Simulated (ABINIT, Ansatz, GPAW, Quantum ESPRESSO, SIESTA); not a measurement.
**One calculation of Ti, 5 ways**

```xyz
3
Lattice="4.5674 0.0000 0.0000 -2.2837 3.9555 0.0000 0.0000 0.0000 2.8262" Properties=species:S:1:pos:R:3 pbc="T T T"
Ti    2.2844    1.3199    1.4254
Ti    0.0190    2.6552    1.3569
Ti    0.0164    0.0211    0.0092
```

This isn't the form of Ti at room conditions, which is hcp.

Atoms were shifted at random by some hundredths of an Å from the given cell, which wasn't relaxed again for these runs.

Alike in all runs: task single point; functional PBEsol; k mesh 7 × 7 × 9; occupations fermi-dirac, width 0.05 eV; no spin polarisation; no spin-orbit coupling. Pressure is positive in compression and, in plane waves, holds the error of the finite cutoff.

| program and potentials | plane-wave cutoff (eV) | notes | pressure (GPa) | largest force (eV/Å) | energy over the undisturbed cell (meV/atom) |
| --- | --- | --- | --- | --- | --- |
| ABINIT, PseudoDojo NC SR PBEsol v0.4.1 standard | 1143 | - | -3.65 | 0.203 | - |
| Ansatz, all-electron LAPW, scalar-relativistic | - | - | -3.71 | 0.202 | - |
| Quantum ESPRESSO, GBRV 1.5 PBEsol | 612 | - | -3.72 | 0.202 | 2.55 |
| SIESTA, files PseudoDojo sr-pbesol-0.4.1-standard, DZP (energy shift 0.003 Ry; two zetas on semicore shells) | - | atomic basis | -3.34 | 0.206 | 2.62 |
| GPAW, PAW data sets generated for this functional | 600 | - | -4.11 | 0.202 | 2.55 |

Force on atom 2 (Ti), eV/Å:

```csv
program and potentials,x,y,z
"ABINIT, PseudoDojo NC SR PBEsol v0.4.1 standard",-0.043,-0.037,0.195
"Ansatz, all-electron LAPW, scalar-relativistic",-0.043,-0.037,0.194
"Quantum ESPRESSO, GBRV 1.5 PBEsol",-0.043,-0.037,0.194
"SIESTA, files PseudoDojo sr-pbesol-0.4.1-standard, DZP (energy shift 0.003 Ry; two zetas on semicore shells)",-0.049,-0.043,0.196
"GPAW, PAW data sets generated for this functional",-0.044,-0.038,0.194
```

The pressure spans -4.11 (GPAW, PAW data sets generated for this functional) to -3.34 GPa (SIESTA, files PseudoDojo sr-pbesol-0.4.1-standard, DZP (energy shift 0.003 Ry; two zetas on semicore shells)), with all-electron results at -3.71. Rows in atomic bases carry the error of their basis and grid, which can be large.

Differences between rows come from potentials, basis sets and numerical settings, since the functional is the same but for its coding. Runs on potential files found faulty are left out.
